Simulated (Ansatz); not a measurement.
Co:

```
CELL_PARAMETERS angstrom
2.47056 0.00000 0.00000
-1.23528 2.13957 0.00000
0.00000 0.00000 8.08823
ATOMIC_POSITIONS crystal
Co 0.66667 0.33333 0.75000
Co 0.00000 0.00000 0.50000
Co 0.33333 0.66667 0.25000
Co 0.00000 0.00000 0.00000
```

```yaml
Program: Ansatz 0.2.0
Task: single point
Functional: PBE
Potentials_or_basis: Ansatz PAW
Cutoff: "420 eV (not typed: the program's choice for these potentials)"
k_mesh: 12 × 12 × 4
Occupations: fermi-dirac, width 0.05 eV
Spin: collinear spin, ferromagnetic start
Starting_moments: "[2.0, 2.0, 2.0, 2.0] μB"
```

On this cell: pressure 4.7 GPa; largest force under 0.003 eV/Å; net moment 6.61 μB per cell; site moments Co +1.73, +1.71 μB; band gap on the k mesh none (metal or under the smearing width).

The same run follows on a disturbed copy (atoms moved at random, drawn with an rms of 0.05 Å):

```
Co
1.0
     2.47056    0.00000    0.00000
    -1.23528    2.13957    0.00000
     0.00000    0.00000    8.08823
Co
4
Direct
  0.66629 0.32673 0.74287
  0.98942 0.00200 0.49624
  0.34751 0.69536 0.25416
  0.01648 0.99819 0.99335
```

What does the disturbed cell give?

The energy (extrapolated to zero smearing) moves by +10.1 meV/atom; pressure 5.2 GPa; largest force 0.747 eV/Å; net moment 6.61 μB per cell; site moments Co +1.72, +1.69, +1.74, +1.73 μB; band gap on the k mesh none (metal or under the smearing width).

Forces on the atoms (eV/Å):
```
Co   0.003  0.055  0.394
Co   0.107  0.053  0.089
Co  -0.002 -0.146 -0.732
Co  -0.107  0.038  0.248
```

Stress tensor (GPa, compression positive):
```
 7.15 -0.01 -0.02
-0.01  5.34  0.29
-0.02  0.29  3.16
```
